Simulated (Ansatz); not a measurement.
Ansatz input

```yaml
crystal:
  lattice:
    - [3.3950532274, 0.0, 0.0]
    - [-1.6975266137, 2.9402023421, 0.0]
    - [0.0, 0.0, 11.0281257186]
  atoms:
    - { symbol: In, position: [1.0, 1.0, 0.0] }
    - { symbol: In, position: [1.0, 1.0, 0.5] }
    - { symbol: In, position: [0.3333333333, 0.6666666667, 0.25] }
    - { symbol: In, position: [0.6666666667, 0.3333333333, 0.75] }
hamiltonian:
  xc: pbe
  pseudopotentials:
    kind: paw
    azcp:
      In: "pseudopotentials/In.paw.azcp"
basis:
  ecutwfc: 420
  fft_grid_basis: typed
kpoints:
  mp_grid: { grid: [12, 12, 4], shift: [0, 0, 0] }
magnetization:
  spin_polarized: false
scf:
  occupations: { method: fermi_dirac, width: 0.1 }
  lower_state_search: "off"
output:
  stress: true
  write_density: true
  write_potential: true
  elf: true
  volumetric_format: npy
```

and its output:

```
Engine: ansatz 0.2.0, x86_64-unknown-linux-gnu
Pseudopotentials: kind: paw
Pseudopotential: In, paw, valence charge 13, recommended cutoff 420 eV (normal) 
Functional definition: PBE
  parameter kappa = 0.804
  parameter beta = 0.06672455060314922
  exchange = pbe_x(kappa = kappa, mu = beta*pi^2/3)
  correlation = pbe_c(beta = beta)
Crystal: 4 atoms, lattice volume = 110.084 Å³
Basis set: ecut = 420 eV, 2161 PW (Γ)
Bands: 32, of which v1, the nominal top of the filled ones, is band 26 counted from 1 (25 counted from 0)
Symmetry: 24 space group operations
Space group: P63/mmc (ITA 194), of the structure as read, at distance tolerance 4.8e-5 Å
k-points: 57 of 576
Non-local potential: In, projectors of the file, l = 0: 2, l = 1: 2, l = 2: 2, l = 3: 2
PAW form: soft (Blöchl's): semilocal exchange-correlation on the pseudo side does not see the compensation charge
PAW one-centre angular grid: In, 590 points (default); XC on 64 Gauss nodes
Initial density: superposition of atomic densities (neutral atoms: chi_scale 0, normalization atom), corrected by the library's trained network
Initial wavefunctions: pseudopotential atomic-orbital guess
Functional: x = pbe(κ = 0.804, μ = 0.2195149727645171), c = pbe(β = 0.06672455060314922)
SCF iter   1: F=—  HF=-22391.406439 eV  |F-HF|=—  |Δ(HF+E_count)|=         —  Δρ=1.35e-3  dr2=1.79e-3  ethr=1.77e-3  ⟨swp⟩=7.1  Hψ=17148  notcnv=0  defer=90
automatic band count: the SCF goes on with 38 bands, as 32 were too few: the levels above may hold too much charge
SCF iter   2: F=—  HF=-22391.402776 eV  |F-HF|=—  |Δ(HF+E_count)|=   3.66e-3  Δρ=6.13e-4  dr2=8.77e-4  ethr=3.44e-6  ⟨swp⟩=2.0  Hψ=4002  notcnv=0  defer=103
SCF iter   3: F=—  HF=-22391.402678 eV  |F-HF|=—  |Δ(HF+E_count)|=   9.74e-5  Δρ=4.43e-4  dr2=2.31e-4  ethr=1.69e-6  ⟨swp⟩=2.5  Hψ=3329  notcnv=0  defer=103
SCF iter   4: F=—  HF=-22391.402661 eV  |F-HF|=—  |Δ(HF+E_count)|=   1.76e-5  Δρ=1.90e-4  dr2=3.40e-5  ethr=4.44e-7  ⟨swp⟩=1.5  Hψ=2004  notcnv=0  defer=103
SCF iter   5: F=—  HF=-22391.402646 eV  |F-HF|=—  |Δ(HF+E_count)|=   1.47e-5  Δρ=4.45e-5  dr2=1.25e-6  ethr=6.54e-8  ⟨swp⟩=2.0  Hψ=3458  notcnv=0  defer=103
SCF iter   6: F=—  HF=-22391.402645 eV  |F-HF|=—  |Δ(HF+E_count)|=   3.07e-7  Δρ=1.48e-5  dr2=1.56e-7  ethr=2.41e-9  ⟨swp⟩=2.2  Hψ=3493  notcnv=0  defer=103
SCF iter   7: F=-22391.402645 eV  HF=-22391.402645 eV  |F-HF|=3.53e-10  |Δ(HF+E_count)|=   6.61e-8  Δρ=1.09e-6  dr2=1.31e-9  ethr=1.92e-10  ⟨swp⟩=13.2  Hψ=13967  notcnv=0
SCF 1 converged in 7 iterations: F = -22391.402645 eV  dr2 = 1.31e-9
SCF converged after 7 iterations
Free energy (F): -22391.402645 eV
Harris-Foulkes:  -22391.402645 eV  (|F-HF|=3.53e-10)
Internal energy: -22391.344788 eV  (E = F + TS)
E sigma→0 (E₀):  -22391.373717 eV
Entropy (-TS):   -0.057857 eV (-14.464 meV/atom)
Fermi energy:    9.547184 eV
--- Per-component energies (eV) ---
  E_band       = -126.840188
  E_kinetic    = 963.280687
  E_local      = -4422.642177  (includes V_loc(G=0)·N_el)
  E_nonlocal   = 1464.129589
  E_hartree    = 1731.013067
  E_xc         = -863.240555
  E_vxc        = -398.814826  (∫ρ·V_xc dr)
  E_paw        = -16607.931108  (= ΣΔE_a)
  E_vpaw       = -1194.821476  (= ΣTr[D̂ρ^β])
  E_aug_tail   = 0.000101  (compensation charges beyond the density's cutoff)
  E_ewald      = -4655.954392
  E_smearing   = -0.057857  (= −TS)
  E_closure    = 0.000000  (closes the sum)
  Σ components = -22391.402645   (vs F -22391.402645, Δ=0.00e0)
--- Stress (GPa, compression-positive) ---
       -0.006415       0.000000       0.000000
        0.000000      -0.006415       0.000000
        0.000000       0.000000       0.054194
  P = ⅓ Tr σ = 0.0138 GPa (0.138 kbar)
--- Band table (eV; the first three rows and the last of 57) ---
  k-point 0: bands = ["-5.0766", "-5.0502", "-5.0297", "-5.0282", "-5.0282", "-5.0188", "-5.0113", "-5.0113", "-4.9899", "-4.9899", "-4.9733", "-4.9733", "-4.9067", "-4.9067", "-4.8318", "-4.8318", "-4.8199", "-4.8199", "-4.7430", "-4.7430", "0.3616", "1.6963", "1.7123", "5.3270", "6.4180", "12.6382", "12.6466", "17.5233", "17.5233", "18.3409", "18.3409", "18.4704", "18.4704", "19.4683", "19.4683", "19.8176", "20.2564", "20.4158"]
  k-point 1: bands = ["-5.0736", "-5.0558", "-5.0263", "-5.0236", "-5.0236", "-5.0194", "-5.0086", "-5.0086", "-4.9945", "-4.9945", "-4.9806", "-4.9806", "-4.8974", "-4.8974", "-4.8537", "-4.8537", "-4.7958", "-4.7958", "-4.7499", "-4.7499", "0.4443", "1.1127", "2.4688", "4.4743", "7.4353", "10.7492", "14.6557", "17.5862", "17.5862", "18.0495", "18.0495", "18.7505", "18.7819", "18.7819", "19.3704", "19.3704", "20.2720", "20.3744"]
  k-point 2: bands = ["-5.0657", "-5.0657", "-5.0219", "-5.0219", "-5.0125", "-5.0125", "-5.0125", "-5.0125", "-4.9932", "-4.9932", "-4.9932", "-4.9932", "-4.8774", "-4.8774", "-4.8774", "-4.8774", "-4.7690", "-4.7690", "-4.7690", "-4.7690", "0.6936", "0.6936", "3.4009", "3.4009", "9.0013", "9.0013", "16.7432", "16.7432", "17.7683", "17.7683", "17.7683", "17.7683", "19.1182", "19.1182", "19.1182", "19.1182", "20.3147", "20.3147"]
  k-point 56: bands = ["-5.1071", "-5.1071", "-5.0340", "-5.0340", "-4.9629", "-4.9629", "-4.9556", "-4.9556", "-4.9101", "-4.9101", "-4.8948", "-4.8948", "-4.8537", "-4.8537", "-4.8413", "-4.8413", "-4.7632", "-4.7632", "-4.7383", "-4.7383", "6.4827", "6.4827", "6.5333", "6.5333", "8.0053", "8.0053", "9.4972", "9.4972", "10.1217", "10.1217", "10.2681", "10.2681", "14.6555", "14.6555", "14.6656", "14.6656", "16.8619", "16.8619"]
```

Command:

```sh
ansatz run input.yaml --threads 1 --pin off --max-ram 3584MiB --backend cpu --events-out ev --progress --plain --runs-dir out
```

On 1 thread of Intel(R) Xeon(R) Platinum 8259CL CPU @ 2.50GHz (Skylake/Cascade Lake) (shared host) this took about 23 s of wall time and 23 s of CPU time.
